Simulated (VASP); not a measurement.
Wanted: the native input for a VASP 6.6.1 run.

```yaml
Task: relaxation of cell and atoms
Functional: PBEsol
Potentials_or_basis: VASP PAW PBE potentials, release 64 (Ag, I)
Cutoff: 600 eV
k_mesh: 8 × 8 × 8
Occupations: gaussian, width 0.02 eV
Spin: no spin polarisation
Dipole_correction: no
Further_INCAR_settings: ALGO = Normal; EDIFF = 1e-06; IBRION = 2; EDIFFG = -0.005; NSW = 100; ISIF = 3
```

The structure of AgI lies in POSCAR:

```
AgI
1.0
    0.0000000000      3.2365000000      3.2365000000
    3.2365000000      0.0000000000      3.2365000000
    3.2365000000      3.2365000000      0.0000000000
Ag I
1 1
Direct
    0.0000000000      0.0000000000      0.0000000000
    0.7500000000      0.7500000000      0.7500000000
```

Measurements of this composition are mostly on another form, of space group No. 229.

One way to write it, as run:

INCAR

```
  PREC = Accurate
  ENCUT = 600
  EDIFF = 1E-6
  ISMEAR = 0
  SIGMA = 0.02
  LREAL = False
  LASPH = True
  NELM = 100
  ALGO = Normal
  ISIF = 3
  LWAVE = False
  LCHARG = False
  GGA = PS
  IBRION = 2
  NSW = 100
  EDIFFG = -0.005
```

KPOINTS

```
Automatic mesh
0
Gamma
  8 8 8
```

Potentials or basis: VASP PAW PBE potentials, release 64 (Ag, I).

Command:

```console
$ cat potpaw_PBE.64/Ag/POTCAR potpaw_PBE.64/I/POTCAR > POTCAR
$ mpirun -np 1 vasp_std > vasp.out
```

It gave:

```yaml
Relaxed_volume: 33.50 Å³/atom
Relaxed_cell: a = 4.559 Å, b = 4.559 Å, c = 4.559 Å, α = 60.00°, β = 60.00°, γ = 60.00°
Space_group_after_relaxing_to_0.05_Å: F-43m (No. 216)
Energy_gained_by_relaxing: 0.5 meV/atom
Ionic_steps: 6
Pressure_after_relaxing: 0.0 GPa
Band_gap_on_the_k_mesh: 1.20 eV, direct
```

Caveat: the PAW data sets were made with another functional, which shifts forces and pressure a little; spin-orbit coupling is left out, which moves the levels of the heavy elements.

Run time: 92 s on 1 thread of Intel(R) Xeon(R) Platinum 8259CL CPU @ 2.50GHz (Skylake/Cascade Lake), on a shared host, peak memory 0.26 GiB.
